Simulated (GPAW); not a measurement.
# MnO (Fm-3m) in GPAW: single point with PBE+U

Aim: the single point of MnO with PBE+U.

All numbers are computed with GPAW 26.7.0; they aren't measurements. Logs are shortened: lines on timing, memory, paths and dates and some standing lists are left out, and cuts for length are marked. The log counts tension as positive stress, the text compression.

## Step 1: Starting point

It takes space group Fm-3m (No. 225, cubic). Conventional cell: a = 4.448 Å, b = 4.448 Å, c = 4.448 Å, α = 90.00°, β = 90.00°, γ = 90.00°. Mn (site symmetry m-3m) has 6 O at 2.22 Å as nearest neighbours. O (site symmetry m-3m) has 6 Mn at 2.22 Å as nearest neighbours.

The cell is a database's computed one.

## Step 2: Single point, PBE+U, collinear spin, ferromagnetic start

run.py

```python
import spglib
from ase import Atoms
from ase.dft.bandgap import bandgap
from ase.io import read, write
from ase.units import GPa
from gpaw import GPAW, PW

atoms = read('MnO.cif')
cell, positions, numbers = spglib.find_primitive(
    (atoms.cell[:], atoms.get_scaled_positions(), atoms.numbers), symprec=1e-4)
atoms = Atoms(numbers, cell=cell, scaled_positions=positions, pbc=True)
atoms.set_initial_magnetic_moments([5.0, 0.0])

calc = GPAW(mode=PW(550),
            xc='PBE',
            kpts={'size': (8, 8, 8), 'gamma': True},
            occupations={'name': 'fermi-dirac', 'width': 0.05},
            setups={'Mn': 'v3:d,1.0'},
            nbands=-11,
            maxiter=120,
            txt='gpaw.txt')
atoms.calc = calc
energy = atoms.get_potential_energy()
forces = atoms.get_forces()
stress = atoms.get_stress()
calc.write('gs.gpw')
write('result.traj', atoms)
print(f'Energy: {energy:.6f} eV')
print('Forces (eV/A):')
print(forces.round(4))
print('Stress (GPa):', (stress / GPa).round(3))
print('Moments:', calc.get_magnetic_moments().round(3))
print('Fermi level:', round(calc.get_fermi_level(), 4), 'eV')
print(f'Gap: {bandgap(calc)[0]:.4f} eV, direct: {bandgap(calc, direct=True)[0]:.4f} eV')
```

MnO.cif

```cif
data_MnO
_cell_length_a 4.44781541
_cell_length_b 4.44781541
_cell_length_c 4.44781541
_cell_angle_alpha 90.00000000
_cell_angle_beta 90.00000000
_cell_angle_gamma 90.00000000
_space_group_name_H-M_alt 'Fm-3m'
_space_group_name_Hall '-F 4 2 3'
_space_group_IT_number 225
loop_
_space_group_symop_operation_xyz
'x,y,z'
'-x,-y,-z'
'-y,x,z'
'y,-x,-z'
'-x,-y,z'
'x,y,-z'
'y,-x,z'
'-y,x,-z'
'x,-y,-z'
'-x,y,z'
'-y,-x,-z'
'y,x,z'
'-x,y,-z'
'x,-y,z'
'y,x,-z'
'-y,-x,z'
'z,x,y'
'-z,-x,-y'
'z,-y,x'
'-z,y,-x'
'z,-x,-y'
'-z,x,y'
'z,y,-x'
'-z,-y,x'
'-z,x,-y'
'z,-x,y'
'-z,-y,-x'
'z,y,x'
'-z,-x,y'
'z,x,-y'
'-z,y,x'
'z,-y,-x'
'y,z,x'
'-y,-z,-x'
'x,z,-y'
'-x,-z,y'
'-y,z,-x'
'y,-z,x'
'-x,z,y'
'x,-z,-y'
'-y,-z,x'
'y,z,-x'
'-x,-z,-y'
'x,z,y'
'y,-z,-x'
'-y,z,x'
'x,-z,y'
'-x,z,-y'
'x,y+1/2,z+1/2'
'-x,-y+1/2,-z+1/2'
'-y,x+1/2,z+1/2'
'y,-x+1/2,-z+1/2'
[... 63 lines left out ...]
'-z+1/2,y,-x+1/2'
'z+1/2,-x,-y+1/2'
'-z+1/2,x,y+1/2'
'z+1/2,y,-x+1/2'
'-z+1/2,-y,x+1/2'
'-z+1/2,x,-y+1/2'
'z+1/2,-x,y+1/2'
'-z+1/2,-y,-x+1/2'
'z+1/2,y,x+1/2'
'-z+1/2,-x,y+1/2'
'z+1/2,x,-y+1/2'
'-z+1/2,y,x+1/2'
'z+1/2,-y,-x+1/2'
'y+1/2,z,x+1/2'
'-y+1/2,-z,-x+1/2'
'x+1/2,z,-y+1/2'
'-x+1/2,-z,y+1/2'
'-y+1/2,z,-x+1/2'
'y+1/2,-z,x+1/2'
'-x+1/2,z,y+1/2'
'x+1/2,-z,-y+1/2'
'-y+1/2,-z,x+1/2'
'y+1/2,z,-x+1/2'
'-x+1/2,-z,-y+1/2'
'x+1/2,z,y+1/2'
'y+1/2,-z,-x+1/2'
'-y+1/2,z,x+1/2'
'x+1/2,-z,y+1/2'
'-x+1/2,z,-y+1/2'
'x+1/2,y+1/2,z'
'-x+1/2,-y+1/2,-z'
'-y+1/2,x+1/2,z'
'y+1/2,-x+1/2,-z'
'-x+1/2,-y+1/2,z'
'x+1/2,y+1/2,-z'
'y+1/2,-x+1/2,z'
'-y+1/2,x+1/2,-z'
'x+1/2,-y+1/2,-z'
'-x+1/2,y+1/2,z'
'-y+1/2,-x+1/2,-z'
'y+1/2,x+1/2,z'
'-x+1/2,y+1/2,-z'
'x+1/2,-y+1/2,z'
'y+1/2,x+1/2,-z'
'-y+1/2,-x+1/2,z'
'z+1/2,x+1/2,y'
'-z+1/2,-x+1/2,-y'
'z+1/2,-y+1/2,x'
'-z+1/2,y+1/2,-x'
'z+1/2,-x+1/2,-y'
'-z+1/2,x+1/2,y'
'z+1/2,y+1/2,-x'
'-z+1/2,-y+1/2,x'
'-z+1/2,x+1/2,-y'
'z+1/2,-x+1/2,y'
'-z+1/2,-y+1/2,-x'
'z+1/2,y+1/2,x'
'-z+1/2,-x+1/2,y'
'z+1/2,x+1/2,-y'
'-z+1/2,y+1/2,x'
'z+1/2,-y+1/2,-x'
'y+1/2,z+1/2,x'
'-y+1/2,-z+1/2,-x'
'x+1/2,z+1/2,-y'
'-x+1/2,-z+1/2,y'
'-y+1/2,z+1/2,-x'
'y+1/2,-z+1/2,x'
'-x+1/2,z+1/2,y'
'x+1/2,-z+1/2,-y'
'-y+1/2,-z+1/2,x'
'y+1/2,z+1/2,-x'
'-x+1/2,-z+1/2,-y'
'x+1/2,z+1/2,y'
'y+1/2,-z+1/2,-x'
'-y+1/2,z+1/2,x'
'x+1/2,-z+1/2,y'
'-x+1/2,z+1/2,-y'
loop_
_atom_site_label
_atom_site_type_symbol
_atom_site_symmetry_multiplicity
_atom_site_Wyckoff_symbol
_atom_site_fract_x
_atom_site_fract_y
_atom_site_fract_z
_atom_site_occupancy
Mn1 Mn 4 a 0.0000000000 0.0000000000 0.0000000000 1
O1 O 4 b 0.5000000000 0.0000000000 0.0000000000 1
```

Potentials or basis: GPAW PAW data sets (gpaw-data 1.2.1), newer versions, pw.

Command:

```console
$ OMP_NUM_THREADS=1 python run.py
```

gpaw.txt:

```text
__  _  _
 | _ |_)|_||  |
 |__||  | ||/\| - 26.7.0

Input parameters:
  mode=PW(ecut=550.0),
  kpts=MonkhorstPack(size=(8, 8, 8), gamma=True),
  maxiter=120,
  nbands=-11,
  occupations=Occupations(name='fermi-dirac', width=0.05),
  setups={'Mn': 'v3:d,1.0'},
  xc=XC(name='PBE')

Diagonalizing LCAO Hamiltonian
Converting LCAO to pw mode

              O

       Mn

Atoms  # Å, Bohr magnetons
|   | symbol |        x |        y |        z |    initial magnetic moments |
|---|--------|----------|----------|----------|-----------------------------|
| 0 |     Mn | 0.000000 | 0.000000 | 0.000000 | ( 0.0000,  0.0000,  5.0000) |
| 1 |      O | 2.223908 | 2.223908 | 2.223908 | ( 0.0000,  0.0000,  0.0000) |

Unit cell  # Å
| periodic |        x |        y |        z |  lengths |    angles |
|----------|----------|----------|----------|----------|-----------|
|      yes | 0.000000 | 2.223908 | 2.223908 | 3.145080 | 60.000000 |
|      yes | 2.223908 | 0.000000 | 2.223908 | 3.145080 | 60.000000 |
|      yes | 2.223908 | 2.223908 | 0.000000 | 3.145080 | 60.000000 |

Number of symmetries: 48
Symmetry operations  # r_c * U_cc + t_c -> r_c
|    | kind |            matrix            |
|----|------|------------------------------|
|  0 |  σ   |  1, 0, 0,  1, 0,-1,  1,-1, 0 |
|  1 |  C2  |  1, 0, 0,  1,-1, 0,  1, 0,-1 |
|  2 |  E   |  1, 0, 0,  0, 1, 0,  0, 0, 1 |
|  3 |  σ   |  1, 0, 0,  0, 0, 1,  0, 1, 0 |
|  4 |  C4  |  1, 0,-1,  1, 0, 0,  1,-1, 0 |
|  5 |  S6  |  1, 0,-1,  1,-1, 0,  1, 0, 0 |
|  6 |  σ   |  1, 0,-1,  0, 1,-1,  0, 0,-1 |
|  7 |  C3  |  1, 0,-1,  0, 0,-1,  0, 1,-1 |
|  8 |  S6  |  1,-1, 0,  1, 0, 0,  1, 0,-1 |
|  9 |  C4  |  1,-1, 0,  1, 0,-1,  1, 0, 0 |
| 10 |  C3  |  1,-1, 0,  0,-1, 1,  0,-1, 0 |
| 11 |  σ   |  1,-1, 0,  0,-1, 0,  0,-1, 1 |
| 12 |  σ   |  0, 1, 0,  1, 0, 0,  0, 0, 1 |
| 13 |  C4  |  0, 1, 0,  0, 1,-1, -1, 1, 0 |
| 14 |  C3  |  0, 1, 0,  0, 0, 1,  1, 0, 0 |
| 15 |  S6  |  0, 1, 0, -1, 1, 0,  0, 1,-1 |
| 16 |  C2  |  0, 1,-1,  1, 0,-1,  0, 0,-1 |
| 17 |  σ   |  0, 1,-1,  0, 1, 0, -1, 1, 0 |
| 18 |  S4  |  0, 1,-1,  0, 0,-1,  1, 0,-1 |
| 19 |  C4  |  0, 1,-1, -1, 1, 0,  0, 1, 0 |
| 20 |  C3  |  0, 0, 1,  1, 0, 0,  0, 1, 0 |
| 21 |  σ   |  0, 0, 1,  0, 1, 0,  1, 0, 0 |
| 22 |  S6  |  0, 0, 1,  0,-1, 1, -1, 0, 1 |
| 23 |  C4  |  0, 0, 1, -1, 0, 1,  0,-1, 1 |
| 24 |  S4  |  0, 0,-1,  1, 0,-1,  0, 1,-1 |
| 25 |  C3  |  0, 0,-1,  0, 1,-1,  1, 0,-1 |
| 26 |  C2  |  0, 0,-1,  0,-1, 0, -1, 0, 0 |
| 27 |  S6  |  0, 0,-1, -1, 0, 0,  0,-1, 0 |
| 28 |  S4  |  0,-1, 1,  1,-1, 0,  0,-1, 0 |
| 29 |  C4  |  0,-1, 1,  0, 0, 1, -1, 0, 1 |
| 30 |  C2  |  0,-1, 1,  0,-1, 0,  1,-1, 0 |
| 31 |  σ   |  0,-1, 1, -1, 0, 1,  0, 0, 1 |
| 32 |  C3  |  0,-1, 0,  1,-1, 0,  0,-1, 1 |
| 33 |  S6  |  0,-1, 0,  0, 0,-1, -1, 0, 0 |
| 34 |  S4  |  0,-1, 0,  0,-1, 1,  1,-1, 0 |
| 35 |  C2  |  0,-1, 0, -1, 0, 0,  0, 0,-1 |
| 36 |  C2  | -1, 1, 0,  0, 1, 0,  0, 1,-1 |
| 37 |  S6  | -1, 1, 0,  0, 1,-1,  0, 1, 0 |
| 38 |  S4  | -1, 1, 0, -1, 0, 1, -1, 0, 0 |
| 39 |  C3  | -1, 1, 0, -1, 0, 0, -1, 0, 1 |
| 40 |  S6  | -1, 0, 1,  0, 0, 1,  0,-1, 1 |
| 41 |  C2  | -1, 0, 1,  0,-1, 1,  0, 0, 1 |
| 42 |  C3  | -1, 0, 1, -1, 1, 0, -1, 0, 0 |
| 43 |  S4  | -1, 0, 1, -1, 0, 0, -1, 1, 0 |
| 44 |  C2  | -1, 0, 0,  0, 0,-1,  0,-1, 0 |
| 45 |  i   | -1, 0, 0,  0,-1, 0,  0, 0,-1 |
| 46 |  σ   | -1, 0, 0, -1, 1, 0, -1, 0, 1 |
| 47 |  C2  | -1, 0, 0, -1, 0, 1, -1, 1, 0 |

BZ-sampling:
  Number of BZ points: 512
  Number of IBZ points: 29

  Monkhorst-Pack size: [8, 8, 8]
  Monkhorst-Pack shift: [0.0625, 0.0625, 0.0625]

K-points  # in reciprocal-cell coordinates
|     |                                coordinates |     weight |
|-----|--------------------------------------------|------------|
|   0 | (  0.00000000,   0.00000000,   0.00000000) | 0.00195312 |
|   1 | (  0.12500000,   0.12500000,   0.00000000) | 0.01171875 |
|   2 | (  0.12500000,   0.12500000,   0.12500000) | 0.01562500 |
|   3 | (  0.25000000,   0.12500000,   0.12500000) | 0.02343750 |
|   4 | (  0.25000000,   0.25000000,   0.00000000) | 0.01171875 |
|   5 | (  0.25000000,   0.25000000,   0.12500000) | 0.04687500 |
|   6 | (  0.25000000,   0.25000000,   0.25000000) | 0.01562500 |
|   7 | (  0.37500000,   0.25000000,  -0.37500000) | 0.04687500 |
|   8 | (  0.37500000,   0.25000000,   0.12500000) | 0.04687500 |
|   9 | (  0.37500000,   0.25000000,   0.25000000) | 0.04687500 |
| ... |                                            |            |
|  28 | (  0.50000000,   0.50000000,   0.50000000) | 0.00781250 |

Plane wave coefficients: 660
Cutoff: 550.0 eV

Spin-components: 2 (collinear spins)
Bands:           24
Projectors:      11
Spin-degeneracy: 1
Datatype:        complex128

Parallelization:
  kpt:    1
  domain: 1
  band:   1

Density:
  Valence electrons: 21.0
  Components: 2
  Grid points: [18 18 18]
  Charge: 0.0  # |e|

Potential:
  Grid points: [18 18 18]

species:
  Mn:
    name:    Manganese
    Z:       25.0
    valence: 15
    core:    10
    charge:  0.0  # [|e|]
    Hubbard: {U: 1.0,  # eV
              l: 2,
              scale: True}
    compensation charges:
      type: gauss
      rc: 0.29  # [Å]
      lmax: 2
    cutoffs:
      filter: 1.85  # [Å]
      core: 0.87  # [Å]
    projectors
    | kind |    occ | energy [eV] | rcut [Å] |
    |------|--------|-------------|----------|
    |   3s |  2.000 |     -85.879 |    1.005 |
    |   4s |  2.000 |      -5.107 |    1.005 |
    |   3p |  6.000 |     -54.593 |    0.953 |
    |   4p |  0.000 |      -1.370 |    0.953 |
    |   3d |  5.000 |      -6.771 |    1.058 |
    |    d |        |      20.441 |    1.058 |

    Using partial waves for Mn as LCAO basis

  O:
    name:    Oxygen
    Z:       8.0
    valence: 6
    core:    2
    charge:  0.0  # [|e|]
    compensation charges:
      type: gauss
      rc: 0.21  # [Å]
      lmax: 2
    cutoffs:
      filter: 1.17  # [Å]
      core: 0.83  # [Å]
    projectors
    | kind |    occ | energy [eV] | rcut [Å] |
    |------|--------|-------------|----------|
    |   2s |  2.000 |     -23.961 |    0.688 |
    |   2p |  4.000 |      -9.029 |    0.598 |
    |    s |        |       3.251 |    0.688 |
    |    p |        |      18.182 |    0.598 |
    |    d |        |       0.000 |    0.619 |

    Using partial waves for O as LCAO basis

Reference energy: -33559.499005  # eV

eigensolver:
  PPCG
  Converge bands: occupied
  niter=2

density mixing:
  MSR1-Mixer
  Pratt-step length: 0.05
  Maximum mixing coefficient: 0.75
  Old densities: 10
  SVD Regularization: 0.005
  Good broyden scale: 1.0
  Trust region scale: 1.0
  Backstep threshold: 4.0
  History deletion threshold: 6.0
  Fourier metric: weight=20.0, sigma=0.015

occupation numbers:
  Fermi-Dirac:
    width: 0.0500  # eV

poisson solver:
  ecut: 4400.0  # eV

xc functional:
  name: PBE with 2 nearest neighbor stencil

convergence criteria:
- Maximum [total energy] change in last 3 cyles: 0.0005 eV / valence electron
- Maximum integral of absolute [dens]ity change: 0.0001 electrons / valence electron
- Maximum integral of absolute [eigenst]ate change: 4e-08 eV^2 / valence electron
maximum number of iterations: 120

SCF iterations
|iter     | |      energy | eigst |  dens |  magmom |
|---------|-|-------------|-------|-------|---------|
|iter:   1| |  -17.620304 | -0.42 |       |  +5.0057|
|iter:   2| |  -17.334021 | -2.40 | -1.00 |  +5.0054|
|iter:   3| |  -16.670168 | -1.68 | -1.04 |  +5.0027|
|iter:   4| |  -16.685014 | -2.69 | -1.53 |  +4.9841|
|iter:   5| |  -16.691189 | -3.61 | -1.83 |  +4.9732|
|iter:   6| |  -16.692945c| -3.71 | -2.17 |  +4.9666|
|iter:   7| |  -16.693221c| -4.90 | -2.78 |  +4.9672|
|iter:   8| |  -16.693238c| -5.95 | -3.38 |  +4.9676|
|iter:   9| |  -16.693239c| -7.42c| -3.91 |  +4.9678|
|iter:  10| |  -16.693239c| -8.33c| -4.95c|  +4.9678|

Converged in 10 steps
Energy contributions relative to reference atoms: (reference = -33559.499005)

Energy contributions:
  Kinetic:          20.525195
  Coulomb:         -16.135219
  Zero:              0.150308
  External:          0.000000
  Xc:              -21.232153
  Entropy:          -0.002742
  Spinorbit:         0.000000
  ----------------------------
  Free energy:     -16.694610
  Extrapolated:    -16.693239

dipole moment: (-17.862342, -17.862342, -17.862342)  # |e|*Ang

Total magnetic moment: (0.000000, 0.000000, 4.967806)

Local magnetic moments
|        x |        y |        z |
|----------|----------|----------|
| 0.000000 | 0.000000 | 4.303214 |  # Mn   0
| 0.000000 | 0.000000 | 0.174439 |  # O    1

Fermi level: 9.627
Eigenvalues  # (at kpt = [0.000, 0.000, 0.000])
| band index |      eig [eV] | occ [0-1] |      eig [eV] | occ [0-1] |
|------------|---------------|-----------|---------------|-----------|
|          0 |       -71.876 |     1.000 |       -66.919 |     1.000 |
|        ... |               |           |               |           |
|          3 |       -40.627 |     1.000 |       -35.743 |     1.000 |
|          4 |       -10.497 |     1.000 |       -10.037 |     1.000 |
|          5 |         5.996 |     1.000 |         6.436 |     1.000 |
|          6 |         5.996 |     1.000 |         6.436 |     1.000 |
|          7 |         5.996 |     1.000 |         6.436 |     1.000 |
|          8 |         6.034 |     1.000 |        10.540 |     0.000 |
[... 8 lines left out ...]
|         17 |        25.761 |     0.000 |        27.611 |     0.000 |
|         18 |        29.197 |     0.000 |        31.696 |     0.000 |
|        ... |               |           |               |           |
|         23 |        39.432 |     0.000 |        40.055 |     0.000 |

No gap
No difference between direct/indirect transitions

Forces  # eV/Ang
|        x |       y |        z |
|----------|---------|----------|
|  0.00000 | 0.00000 |  0.00000 |  # Mn   0
| -0.00000 | 0.00000 | -0.00000 |  # O    1

Stress tensor  # eV/Ang^3
|        x |         y |         z |
|----------|-----------|-----------|
| 0.042374 |  0.000000 |  0.000000 |
| 0.000000 |  0.042374 | -0.000000 |
| 0.000000 | -0.000000 |  0.042374 |

# Writing to gs.gpw (mode='')
```

Run time: 42 s. Hardware: 1 thread of Intel Xeon Platinum 8259CL at 2.50GHz (Skylake/Cascade Lake), shared host; peak memory 0.16 GiB.

These settings aren't checked as converged: the numbers below hold their error.

What came out:

```yaml
Free_energy: -16.6946 eV
Pressure: -6.8 GPa
Band_gap_on_the_k_mesh: none (metal or under the smearing width)
Net_moment: 4.97 μB per cell
Site_moments: Mn +4.30; O +0.17 μB
```

Caveat: the cutoff is short for stress and forces, so pressures can be off by a GPa or more; a cell with one magnetic atom can't hold antiferromagnetic order, which such compounds often take.
